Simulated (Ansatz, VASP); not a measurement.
# Two plane-wave programs on Ti

Contents of INCAR:

```
PREC = Accurate
ENCUT = 520
EDIFF = 1E-6
ISMEAR = 0
SIGMA = 0.1
LREAL = F
LASPH = T
NELM = 60
ALGO = Normal
ISIF = 2
LWAVE = F
LCHARG = T
LDIPOL = T
IDIPOL = 3
DIPOL = 0.5 0.5 0.316
GGA = PE
LELF = T
LVHAR = T
LVACPOTAV = T
NBANDS = 32
```

KPOINTS

```
Automatic mesh
0
Gamma
  8 8 1
```

Contents of POSCAR:

```
Ti
1.0
    3.2555055358      0.0000000000      0.0000000000
    0.0000000000      3.2555055358      0.0000000000
    0.0000000000      0.0000000000     20.1798089193
Ti
4
Direct
    0.5000000000      0.5000000000      0.1982179324
    0.0000000000      0.0000000000      0.2788803794
    0.5000000000      0.5000000000      0.3551905201
    0.0000000000      0.0000000000      0.4301234444
```

Input for Ansatz:

```yaml
crystal:
  lattice:
    - [3.2555055358, 0.0, 0.0]
    - [0.0, 3.2555055358, 0.0]
    - [0.0, 0.0, 20.1798089193]
  atoms:
    - { symbol: Ti, position: [0.5, 0.5, 0.1982179324] }
    - { symbol: Ti, position: [0.0, 0.0, 0.2788803794] }
    - { symbol: Ti, position: [0.5, 0.5, 0.3551905201] }
    - { symbol: Ti, position: [0.0, 0.0, 0.4301234444] }
basis:
  ecutwfc: 420
kpoints:
  mp_grid: { grid: [8, 8, 1] }
hamiltonian:
  xc: pbe
scf:
  occupations: { method: gaussian, width: 0.1 }
output:
  forces: true
  eigenvalues: true
efield:
  axis: 3
  dipole_correction: true
  ramp_width: 0.04
```

Alike in both runs: task single point; functional PBE; k mesh 8 × 8 × 1; occupations gaussian, width 0.1 eV; no spin polarisation.

|  | VASP | Ansatz |
| --- | --- | --- |
| version | VASP 6.6.1 | Ansatz 0.2.0 |
| potentials or method | VASP PAW PBE potentials, release 64 (Ti_sv) | scalar-relativistic, plane waves, PAW |
| plane-wave cutoff (eV) | 520 | 420 |
| valence electrons in the cell | 48 | 48 |

|  | VASP | Ansatz | Ansatz less VASP |
| --- | --- | --- | --- |
| gap on the k mesh at the Fermi level (eV) | none | none | - |
| rms of the force components (eV/Å) | 0.228 | 0.226 | -0.0020 |
| work function, face that differs most (eV) | 3.25 | 3.24 | -0.002 |

Atom by atom the forces differ by 0.006 eV/Å (rms over components). A gap of «none» marks a metal or a gap that the smearing closes. The functional is the same, so the differences come from potentials, cutoffs and numerics.
